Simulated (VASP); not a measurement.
# C (P6_3/mmc) in VASP: further runs

One crystal, C, is run at these levels: PBE, r2SCAN; tasks: single point, relaxation of cell and atoms, relaxation of shape and atoms at fixed volume.

Everything below comes from runs of VASP 6.6.1. Logs are shortened: lines on timing, memory, paths and dates and some standing lists are left out, and cuts for length are marked.

## Step 1: The structure

The structure is hexagonal, space group P6_3/mmc (No. 194). Conventional cell: a = 2.466 Å, b = 2.466 Å, c = 8.206 Å, α = 90.00°, β = 90.00°, γ = 120.00°. C (site symmetry -6m2) has 3 C at 1.42 Å as nearest neighbours. C (site symmetry -6m2) has 3 C at 1.42 Å as nearest neighbours.

## Step 2: Single point, PBE

Input file INCAR:

```
PREC = Accurate
ENCUT = 520
EDIFF = 1E-6
ISMEAR = 0
SIGMA = 0.05
LREAL = False
LASPH = True
NELM = 60
ALGO = Normal
ISIF = 2
LWAVE = False
LCHARG = True
GGA = PE
LELF = True
LVHAR = True
NBANDS = 16
```

Input file KPOINTS:

```
Automatic mesh
0
Gamma
  10 10 4
```

Input file POSCAR:

```
C
1.0
    2.4663887419      0.0000000000      0.0000000000
   -1.2331943710      2.1359553061      0.0000000000
    0.0000000000      0.0000000000      8.2064695175
C
4
Direct
    0.0000000000      0.0000000000      0.2500000000
    0.0000000000      0.0000000000      0.7500000000
    0.3333333333      0.6666666667      0.2500000000
    0.6666666667      0.3333333333      0.7500000000
```

Potentials or basis: VASP PAW PBE potentials, release 64 (C).

Command:

```console
cat potpaw_PBE.64/C/POTCAR > POTCAR
mpirun -np 1 vasp_std > vasp.out
```

OUTCAR:

```text
PREC = Accurate
   ENCUT = 520
   EDIFF = 1E-6
   ISMEAR = 0
   LREAL = False
   LASPH = True
   NELM = 60
   ISIF = 2
   GGA = PE

 ion  position               nearest neighbor table
   1  0.000  0.000  0.250-   3 1.42   3 1.42   3 1.42
   2  0.000  0.000  0.750-   4 1.42   4 1.42   4 1.42
   3  0.333  0.667  0.250-   1 1.42   1 1.42   1 1.42
   4  0.667  0.333  0.750-   2 1.42   2 1.42   2 1.42

  LATTYP: Found a hexagonal cell.
 ALAT       =     2.4663887419
 C/A-ratio  =     3.3273219984

  Lattice vectors:

 A1 = (   2.4663887419,   0.0000000000,   0.0000000000)
 A2 = (  -1.2331943710,   2.1359553061,   0.0000000000)
 A3 = (   0.0000000000,   0.0000000000,   8.2064695175)

Analysis of symmetry for initial positions (statically):
=====================================================================
 Subroutine PRICEL returns:
 Original cell was already a primitive cell.

 Routine SETGRP: Setting up the symmetry group for a
 hexagonal supercell.

 Subroutine GETGRP returns: Found 24 space group operations
 (whereof 12 operations were pure point group operations)
 out of a pool of 24 trial point group operations.

The static configuration has the point symmetry D_3d.
 The point group associated with its full space group is D_6h.

Analysis of symmetry for dynamics (positions and initial velocities):
=====================================================================
 Subroutine PRICEL returns:
 Original cell was already a primitive cell.

 Routine SETGRP: Setting up the symmetry group for a
 hexagonal supercell.

 Subroutine GETGRP returns: Found 24 space group operations
 (whereof 12 operations were pure point group operations)
 out of a pool of 24 trial point group operations.

The dynamic configuration has the point symmetry D_3d.
 The point group associated with its full space group is D_6h.

 Subroutine INISYM returns: Found 24 space group operations
 (whereof 12 operations are pure point group operations),
 and found     1 'primitive' translations

----------------------------------------------------------------------------------------

                                     Primitive cell

  volume of cell :      43.2325

  direct lattice vectors                    reciprocal lattice vectors
     2.466388742  0.000000000  0.000000000     0.405451088  0.234087295  0.000000000
    -1.233194371  2.135955306  0.000000000     0.000000000  0.468174590  0.000000000
     0.000000000  0.000000000  8.206469518     0.000000000  0.000000000  0.121855080

  length of vectors
     2.466388742  2.466388742  8.206469518     0.468174590  0.468174590  0.121855080

  position of ions in fractional coordinates (direct lattice)
     0.000000000  0.000000000  0.250000000
     0.000000000  0.000000000  0.750000000
     0.333333333  0.666666667  0.250000000
     0.666666667  0.333333333  0.750000000

  ion indices of the primitive-cell ions
   primitive index   ion index
                 1           1
                 2           2
                 3           3
                 4           4

----------------------------------------------------------------------------------------

 KPOINTS: Automatic mesh

Automatic generation of k-mesh.
 Grid dimensions read from file:
 generate k-points for:   10   10    4

 Generating k-lattice:

  Cartesian coordinates                     Fractional coordinates (reciprocal lattice)
     0.040545109  0.023408730  0.000000000     0.100000000  0.000000000  0.000000000
     0.000000000  0.046817459  0.000000000     0.000000000  0.100000000  0.000000000
     0.000000000  0.000000000  0.030463770     0.000000000  0.000000000  0.250000000

  Length of vectors
     0.046817459  0.046817459  0.030463770

  Shift w.r.t. Gamma in fractional coordinates (k-lattice)
     0.000000000  0.000000000  0.000000000

 Subroutine IBZKPT returns following result:
 ===========================================

 Found     42 irreducible k-points:

 Following reciprocal coordinates:
            Coordinates               Weight
  0.000000  0.000000  0.000000      1.000000
  0.100000  0.000000  0.000000      6.000000
  0.200000  0.000000  0.000000      6.000000
  0.300000  0.000000  0.000000      6.000000
  0.400000  0.000000  0.000000      6.000000
  0.500000  0.000000  0.000000      3.000000
[... 16 lines left out ...]
  0.300000  0.100000  0.250000     24.000000
  0.400000  0.100000  0.250000     24.000000
 [... further k-points ...]
   k-points           NKPTS =     42   k-points in BZ     NKDIM =     42   number of bands    NBANDS=     16
   number of dos      NEDOS =    301   number of ions     NIONS =      4
   total plane-waves  NPLWV =  20736
   dimension x,y,z NGX =    18 NGY =   18 NGZ =   64
   dimension x,y,z NGXF=    36 NGYF=   36 NGZF=  128
   ions per type =               4
   NGX,Y,Z   is equivalent  to a cutoff of  12.13, 12.13, 12.97 a.u.
   NGXF,Y,Z  is equivalent  to a cutoff of  24.27, 24.27, 25.93 a.u.
 SYSTEM =  unknown system
   PREC   = accura    normal or accurate (medium, high low for compatibility)
   ISTART =      0    job   : 0-new  1-cont  2-samecut
   ICHARG =      2    charge: 1-file 2-atom 10-const
   ISPIN  =      1    spin polarized calculation?
   LNONCOLLINEAR =      F non collinear calculations
   LSORBIT =      F    spin-orbit coupling
   LASPH  =      T    aspherical Exc in radial PAW
   ENCUT  =  520.0 eV  38.22 Ry    6.18 a.u.   4.59  4.59 15.26*2*pi/ulx,y,z
   NELM   =     60;   NELMIN=  2; NELMDL= -5     # of ELM steps
   EDIFF  = 0.1E-05   stopping-criterion for ELM
   LREAL  =      F    real-space projection
   EDIFFG = 0.1E-04   stopping-criterion for IOM
   NSW    =      0    number of steps for IOM
   IBRION =     -1    ionic relax: 0-MD 1-quasi-New 2-CG
   NFREE  =      0    steps in history (QN), initial steepest desc. (CG)
   ISIF   =      2    stress and relaxation
   ISYM   =      2    0-nonsym 1-usesym 2-fastsym
   POTIM  = 0.5000    time-step for ionic-motion
   TEBEG  =    0.0;   TEEND  =   0.0 temperature during run
   PSTRESS=    0.0 pullay stress
   NELECT =      16.0000    total number of electrons
   NUPDOWN=      -1.0000    fix difference up-down
   EMIN   =  10.00;   EMAX   =-10.00  energy-range for DOS
   EFERMI =   0.00;   METHOD = LEGACY
   ISMEAR =     0;   SIGMA  =   0.05  broadening in eV -4-tet -1-fermi 0-gaus
   EFERMI_NEDOS =   21; number of points for ismear=-14 and -15
   IALGO  =     38    algorithm
   IMIX   =      4    mixing-type and parameters
     AMIX     =   0.40;   BMIX     =  1.00
     AMIX_MAG =   1.60;   BMIX_MAG =  1.00
  volume/ion in A,a.u.               =      10.81        72.94
  Fermi-wavevector in a.u.,A,eV,Ry     =   1.175380  2.221145 18.796682  1.381517
  Thomas-Fermi vector in A             =   2.311761
   LORBIT       =      0    0 simple, 1 ext, 2 COOP (PROOUT), +10 PAW based schemes
   GGA     = PE    functional components
   LHFCALC =     F    Hartree Fock is set to
   AEXX    =    0.0000 exact exchange contribution
   IVDW    =     0    specifies the selected vdW correction
   LEPSILON=     F    determine dielectric tensor
   LRPA    =     F    only Hartree local field effects (RPA)
 non-spin polarized calculation
 Gauss-broadening in eV      SIGMA  =   0.05
  energy-cutoff  :      520.00
  volume of cell :       43.23
 maximum number of plane-waves:      1186
   NGX =  9   NGY =  9   NGZ = 31

 number of electron      15.9999995 magnetization

 Free energy of the ion-electron system (eV)
  ---------------------------------------------------
  ext. energy  EPLUGINS =         0.00000000
  ---------------------------------------------------
  free energy    TOTEN  =       -36.91440089 eV

  energy without entropy =      -36.91440089  energy(sigma->0) =      -36.91440089

 E-fermi :   2.4577     XC(G=0):  -8.9651

 val. band max:        2.1913670957   @ k =   0.3000   0.3000   0.0000
 cond. band min:       3.9943855987   @ k =   0.3000   0.3000   0.0000
 fundamental gap:      1.8030185029
 Fermi energy:         2.4576692368

 k-point     1 :       0.0000    0.0000    0.0000
  band No.  band energies     occupation
      1     -16.4738      2.00000
      2     -16.4218      2.00000
      3      -4.8456      2.00000
      4      -4.2254      2.00000
      5       0.0239      2.00000
      6       0.0239      2.00000
[... 8 lines left out ...]
     15      14.4586      0.00000
     16      14.4709      0.00000

 k-point     2 :       0.1000    0.0000    0.0000
  band No.  band energies     occupation
      1     -16.2374      2.00000
      2     -16.1862      2.00000
      3      -4.5606      2.00000
      4      -3.9479      2.00000
      5      -0.8949      2.00000
      6      -0.8904      2.00000
[... 8 lines left out ...]
     15      13.6642      0.00000
     16      13.7151      0.00000

 k-point     3 :       0.2000    0.0000    0.0000
  band No.  band energies     occupation
      1     -15.5316      2.00000
      2     -15.4831      2.00000
      3      -3.7162      2.00000
      4      -3.1276      2.00000
      5      -3.0773      2.00000
      6      -3.0672      2.00000
[... 8 lines left out ...]
     15      14.8614      0.00000
     16      14.8689      0.00000

 k-point     4 :       0.3000    0.0000    0.0000
  band No.  band energies     occupation
      1     -14.3695      2.00000
      2     -14.3254      2.00000
      3      -5.6945      2.00000
      4      -5.6775      2.00000
      5      -2.4526      2.00000
      6      -2.4469      2.00000
[... 8 lines left out ...]
     15      16.8378      0.00000
     16      18.1416      0.00000

 k-point     5 :       0.4000    0.0000    0.0000
  band No.  band energies     occupation
      1     -12.7853      2.00000
      2     -12.7475      2.00000
      3      -8.2720      2.00000
      4      -8.2481      2.00000
      5      -3.1205      2.00000
      6      -3.1144      2.00000
[... 8 lines left out ...]
     15      16.7173      0.00000
     16      18.2974      0.00000

 k-point     6 :       0.5000    0.0000    0.0000
  band No.  band energies     occupation
      1     -11.2179      2.00000
      2     -11.2005      2.00000
      3     -10.1719      2.00000
      4     -10.1581      2.00000
      5      -3.3532      2.00000
      6      -3.3470      2.00000
[... 8 lines left out ...]
     15      15.9441      0.00000
     16      16.5935      0.00000
[... 267 lines left out ...]
 k-point    21 :       0.1000    0.1000    0.2500
  band No.  band energies     occupation
      1     -15.7591      2.00000
      2     -15.7241      2.00000
      3      -3.9150      2.00000
      4      -3.4938      2.00000
      5      -2.2436      2.00000
      6      -2.2405      2.00000
[... 8 lines left out ...]
     15      13.3598      0.00000
     16      13.3684      0.00000

 k-point    22 :       0.2000    0.1000    0.2500
  band No.  band energies     occupation
      1     -14.8256      2.00000
      2     -14.7932      2.00000
      3      -4.4062      2.00000
      4      -4.3981      2.00000
      5      -2.8128      2.00000
      6      -2.6394      2.00000
[... 8 lines left out ...]
     15      15.2077      0.00000
     16      15.2643      0.00000

 k-point    23 :       0.3000    0.1000    0.2500
  band No.  band energies     occupation
      1     -13.4511      2.00000
      2     -13.4225      2.00000
      3      -6.9172      2.00000
      4      -6.9035      2.00000
      5      -3.5562      2.00000
      6      -3.5502      2.00000
[... 8 lines left out ...]
     15      17.2128      0.00000
     16      17.6886      0.00000

 k-point    24 :       0.4000    0.1000    0.2500
  band No.  band energies     occupation
      1     -11.7146      2.00000
      2     -11.6915      2.00000
      3      -9.2963      2.00000
      4      -9.2787      2.00000
      5      -4.0325      2.00000
      6      -4.0260      2.00000
[... 8 lines left out ...]
     15      15.6550      0.00000
     16      16.5584      0.00000

 [... further k-points ...]

------------------------ aborting loop because EDIFF is reached ----------------------------------------

  FORCE on cell =-STRESS in cart. coord.  units (eV):
  Direction    XX          YY          ZZ          XY          YZ          ZX
  --------------------------------------------------------------------------------------
  -------------------------------------------------------------------------------------
  Total        0.1476608      0.1476608      0.0309837     -0.0000000      0.0000000      0.0000000
  in kB        5.4722492      5.4722492      1.1482446     -0.0000000      0.0000000      0.0000000
  external PRESSURE =       4.0309143 kB  Pullay stress =       0.0000000 kB

 VOLUME and BASIS-vectors are now :
 -----------------------------------------------------------------------------
  energy-cutoff  :      520.00
  volume of cell :       43.23
      direct lattice vectors                 reciprocal lattice vectors
     2.466388742  0.000000000  0.000000000     0.405451088  0.234087295  0.000000000
    -1.233194371  2.135955306  0.000000000     0.000000000  0.468174590  0.000000000
     0.000000000  0.000000000  8.206469518     0.000000000  0.000000000  0.121855080

 POSITION                                       TOTAL-FORCE (eV/Angst)
 -----------------------------------------------------------------------------------
      0.00000      0.00000      2.05162        -0.000000      0.000000      0.000000
      0.00000      0.00000      6.15485         0.000000     -0.000000     -0.000000
     -0.00000      1.42397      2.05162         0.000000      0.000000     -0.000000
      1.23319      0.71199      6.15485         0.000000     -0.000000      0.000000
 -----------------------------------------------------------------------------------
    total drift:                                0.000000     -0.000000      0.000000

  FREE ENERGIE OF THE ION-ELECTRON SYSTEM (eV)
  ---------------------------------------------------
  free  energy   TOTEN  =       -36.9144008881 eV

  energy  without entropy=      -36.9144008881  energy(sigma->0) =      -36.91440089
```

Run time: 15 s. Hardware: 1 thread of Intel Xeon 6975P-C (Granite Rapids), shared host; peak memory 0.15 GiB.

What came out:

* Free energy: -36.9144 eV
* Pressure: 0.4 GPa
* Band gap on the k mesh: 1.80 eV, direct

Stress tensor (GPa, compression positive):
```
0.55 0.00 0.00
0.00 0.55 0.00
0.00 0.00 0.11
```

Caveat: this functional lacks dispersion, which binds the layers, so the pressure and a relaxed spacing across them are unreliable. A k mesh can miss the band edges.

## Step 3: Relaxation of cell and atoms, PBE

This run uses another cell than the first one, of 8.82 Å³/atom, 0.816 times its volume.

Input file INCAR:

```
SYSTEM = C
  ALGO = Normal
  EDIFF = 1E-6
  EDIFFG = -0.03
  ENCUT = 600
  GGA = PE
  IBRION = 2
  ISIF = 3
  ISMEAR = 0
  LASPH = .TRUE.
  LCHARG = .FALSE.
  LREAL = .FALSE.
  LWAVE = .FALSE.
  NELM = 100
  NSW = 80
  PREC = Accurate
  SIGMA = 0.05
```

Input file KPOINTS:

```
k-points
0
G
  10 10 4
  0 0 0
```

Input file POSCAR:

```
C
1.0
    2.4640000000      0.0000000000      0.0000000000
   -1.2320000000      2.1338865949      0.0000000000
    0.0000000000      0.0000000000      6.7110000000
C
4
Direct
    0.0000000000      0.0000000000      0.2500000000
    0.0000000000      0.0000000000      0.7500000000
    0.3333333333      0.6666666667      0.2500000000
    0.6666666667      0.3333333333      0.7500000000
```

Potentials or basis: VASP PAW PBE potentials, release 64 (C).

Command:

```console
cat potpaw_PBE.64/C/POTCAR > POTCAR
mpirun -np 1 vasp_std > vasp.out
```

It took 84 s on 1 thread of Intel Xeon 6975P-C (Granite Rapids), shared host; peak memory 0.15 GiB.

Results (log left out):

```
Free energy                            : -36.9111 eV
Relaxed volume                         : 10.46 Å³/atom
Relaxed cell                           : a = 2.467 Å, b = 2.467 Å, c = 7.936 Å, α = 90.00°, β = 90.00°, γ = 120.00°
Space group after relaxing (to 0.05 Å) : P6_3/mmc (No. 194)
Energy gained by relaxing              : 12.8 meV/atom
Ionic steps                            : 13
Pressure after relaxing                : 0.0 GPa
Band gap on the k mesh                 : 1.74 eV, direct
```

Step by step:
| step | energy change (eV) | largest force (eV/Å) | pressure (GPa) | volume (Å³) |
| --- | --- | --- | --- | --- |
| 1 | 0.0000 | 0.0000 | 1.77 | 35.29 |
| 2 | -0.0057 | 0.0000 | -0.40 | 35.79 |
| 3 | -0.0071 | 0.0000 | -2.75 | 36.36 |
| 4 | -0.0084 | 0.0000 | -2.77 | 36.43 |
| 5 | -0.0121 | 0.0000 | -2.70 | 36.65 |
| 6 | -0.0188 | 0.0000 | -2.59 | 37.07 |
| 7 | -0.0296 | 0.0000 | -2.37 | 37.93 |
| 8 | -0.0433 | 0.0000 | -1.88 | 39.64 |
| 9 | -0.0490 | 0.0000 | -1.05 | 43.05 |
| 10 | -0.0502 | 0.0000 | -1.26 | 41.93 |
| 11 | -0.0502 | 0.0000 | -1.22 | 42.14 |
| 12 | -0.0504 | 0.0000 | 1.14 | 41.55 |
| 13 | -0.0511 | 0.0000 | 0.03 | 41.83 |

Final structure:
```cif
data_structure
_symmetry_space_group_name_H-M 'P 1'
_symmetry_Int_Tables_number 1
_cell_length_a 2.4669
_cell_length_b 2.4669
_cell_length_c 7.9363
_cell_angle_alpha 90.000
_cell_angle_beta 90.000
_cell_angle_gamma 120.000
_cell_volume 41.83
loop_
_atom_site_label
_atom_site_type_symbol
_atom_site_fract_x
_atom_site_fract_y
_atom_site_fract_z
_atom_site_occupancy
C1 C 0.00000 0.00000 0.25000 1
C2 C 0.00000 0.00000 0.75000 1
C3 C 0.33333 0.66667 0.25000 1
C4 C 0.66667 0.33333 0.75000 1
```

Levels at points of the mesh, in eV from the valence-band top:
```
           k point  band 6  band 7  band 8  band 9  band 10  band 11
(0.00, 0.00, 0.00)   -2.21   -2.20   -2.20    4.16     9.13     9.13
(0.50, 0.00, 0.00)   -5.57   -1.65   -1.41    2.38     2.70     8.14
(0.00, 0.00, 0.50)   -2.21   -2.21   -2.21    5.73     5.73     9.14
(0.50, 0.00, 0.50)   -5.58   -1.52   -1.52    2.50     2.50     8.20
```

Caveat: the volume moved by over 15 % at a fixed basis, so the end points are rough; this functional lacks dispersion, which binds the layers, so the pressure and a relaxed spacing across them are unreliable, and here the layers came unbound.

(Part 1 of 2 ends here.)
